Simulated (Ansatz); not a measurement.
Molecular dynamics on a 2×2×1 supercell (16 atoms) of Ga2AsP (ordering on zincblende), relaxed with r2SCAN. Forces come from PBE in the PAW code Ansatz: a Nosé-Hoover thermostat at fixed volume, 300 K, steps of 1.5 fs. Spin polarisation is off, nuclei are classical, and the run is far too short for thermal averages. The structure comes from a prototype and may be hypothetical.

```yaml
crystal:
  lattice:
    - [7.8626560021, 0.0, 0.0]
    - [0.0, 7.8626560021, 0.0]
    - [0.0, 0.0, 5.5531814462]
  atoms:
    - { symbol: P, position: [0.0, 0.0, 0.0] }
    - { symbol: Ga, position: [0.0, 0.25, 0.7585251816] }
    - { symbol: As, position: [0.25, 0.25, 0.5] }
    - { symbol: Ga, position: [0.25, 0.0, 0.2414748184] }
    - { symbol: P, position: [0.0, 0.5, 0.0] }
    - { symbol: Ga, position: [0.0, 0.75, 0.7585251816] }
    - { symbol: As, position: [0.25, 0.75, 0.5] }
    - { symbol: Ga, position: [0.25, 0.5, 0.2414748184] }
    - { symbol: P, position: [0.5, 0.0, 0.0] }
    - { symbol: Ga, position: [0.5, 0.25, 0.7585251816] }
    - { symbol: As, position: [0.75, 0.25, 0.5] }
    - { symbol: Ga, position: [0.75, 0.0, 0.2414748184] }
    - { symbol: P, position: [0.5, 0.5, 0.0] }
    - { symbol: Ga, position: [0.5, 0.75, 0.7585251816] }
    - { symbol: As, position: [0.75, 0.75, 0.5] }
    - { symbol: Ga, position: [0.75, 0.5, 0.2414748184] }
kpoints:
  mp_grid: { grid: [2, 2, 2] }
hamiltonian:
  xc: pbe
scf:
  occupations: { method: fermi_dirac, width: 0.026 }
md:
  ensemble: nvt_nose_hoover
  temperature: 300
  timestep: 1.5
  n_steps: 20
  initial_velocities: maxwell_boltzmann
  seed: 2572
```

Command: `ansatz run input.yaml --threads 4 --pin off --max-ram 3686MiB --backend cpu --events-out ev --progress --plain --runs-dir out`. It took 79 s on 4 threads of Arm Neoverse V1, on a shared host; peak host memory 1.3 GiB.

Problem. How do temperature and energy develop?

Solution. The temperature goes from 300 K to 146 K in 30 fs. The thermostat hasn't had time to restore it. The atoms start on their lattice sites with kinetic energy alone, so much of it first passes into potential energy. By the last step the atoms have moved 0.09 Å in the root mean square, the drift of the whole cell taken out, 0.14 Å at most.

| step | t (fs) | T (K) | free energy F from step 0 (meV/atom) | kinetic energy (meV/atom) | largest force (eV/Å) |
| --- | --- | --- | --- | --- | --- |
| 0 | 0 | 300 | 0.0 | 36.4 | 0.05 |
| 1 | 1.5 | 299 | 0.1 | 36.2 | 0.12 |
| 2 | 3 | 296 | 0.5 | 35.8 | 0.22 |
| 3 | 4.5 | 291 | 1.1 | 35.3 | 0.33 |
| 4 | 6 | 284 | 1.9 | 34.5 | 0.43 |
| 5 | 7.5 | 277 | 2.9 | 33.5 | 0.52 |
| 6 | 9 | 267 | 4.0 | 32.4 | 0.60 |
| 7 | 10.5 | 257 | 5.2 | 31.2 | 0.68 |
| 8 | 12 | 246 | 6.5 | 29.8 | 0.75 |
| 9 | 13.5 | 235 | 7.9 | 28.5 | 0.82 |
| 10 | 15 | 223 | 9.4 | 27.1 | 0.87 |
| 11 | 16.5 | 212 | 10.8 | 25.7 | 0.92 |
| 12 | 18 | 201 | 12.1 | 24.3 | 0.97 |
| 13 | 19.5 | 190 | 13.4 | 23.0 | 1.00 |
| 14 | 21 | 180 | 14.6 | 21.9 | 1.03 |
| 15 | 22.5 | 172 | 15.7 | 20.8 | 1.05 |
| 16 | 24 | 164 | 16.7 | 19.9 | 1.07 |
| 17 | 25.5 | 158 | 17.5 | 19.1 | 1.07 |
| 18 | 27 | 152 | 18.1 | 18.5 | 1.08 |
| 19 | 28.5 | 149 | 18.6 | 18.0 | 1.07 |
| 20 | 30 | 146 | 19.0 | 17.7 | 1.06 |

Positions (Å) and forces (eV/Å) at step 20:
```
P    0.041   0.058  -0.047     0.042  -0.739   0.333
Ga  -0.047   1.989   4.206     0.399   0.184   0.359
As   1.934   2.014   2.825     0.329  -0.024  -0.535
Ga   2.056   0.066   1.292    -0.440   0.366   0.070
P   -0.033   3.857   0.100     0.071   0.774  -0.720
Ga  -0.004   5.883   4.193    -0.001  -0.237   0.559
As   1.941   5.980   2.716     0.125  -0.281   0.399
Ga   1.971   4.001   1.337    -0.117  -0.470   0.175
P    3.998  -0.086   0.009     0.155   0.192  -0.413
Ga   3.939   1.934   4.196    -0.215  -0.649   0.212
As   5.907   2.010   2.812    -0.397  -0.818  -0.391
Ga   5.975  -0.032   1.364    -0.125   0.424  -0.160
P    3.903   3.839  -0.019     0.165   0.308   0.399
Ga   3.896   5.760   4.188    -0.008   0.645   0.068
As   5.883   5.878   2.780    -0.012  -0.024   0.154
Ga   5.845   3.904   1.389     0.030   0.350  -0.509
```
